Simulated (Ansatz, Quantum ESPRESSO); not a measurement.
# black phosphorene, 3 layers, AB stacking: the gap along the path at a withheld member of a series

How the rows were computed: Quantum ESPRESSO 7.5, PBE, GBRV ultrasoft. Cell and atoms are relaxed without a field with a D3(BJ) correction and then held. Sawtooth field with dipole correction, 17 Å of vacuum in the starting cell, Fermi-Dirac smearing of 0.002 Ry; bands along a path at each field. The series steps the field along the normal.

```tsv
field along the normal	gap along the path (eV)
0 V/Å	0.0707
0.05 V/Å	0.0700
0.1 V/Å	0.0682
0.2 V/Å	0.0607
0.3 V/Å	0.0482
```

**Question.** What is the gap along the path at 0.4 V/Å?

By hand: The rows at 0.2 V/Å and 0.3 V/Å give a slope of (0.0482 − (0.0607))/(0.3 − (0.2)) = −0.125, so a straight line gives 0.0357 eV. A parabola through these and the row at 0.1 V/Å gives 0.0307 eV.

**Check.** 0.0311 eV. The line misses by +0.0046 and the parabola by −0.0004 eV. The parabola does better.

Caveats: Ions are held; semilocal gaps are too small; in strong fields empty levels can belong to the vacuum; one stacking. Members without a usable value, or on the other side of zero field or charge, are not listed.

[Logs are printed without paths, hosts, clocks, repeated set-up lines and the standing remarks that a program may print on its own settings, such as how far it seeks lower states.]
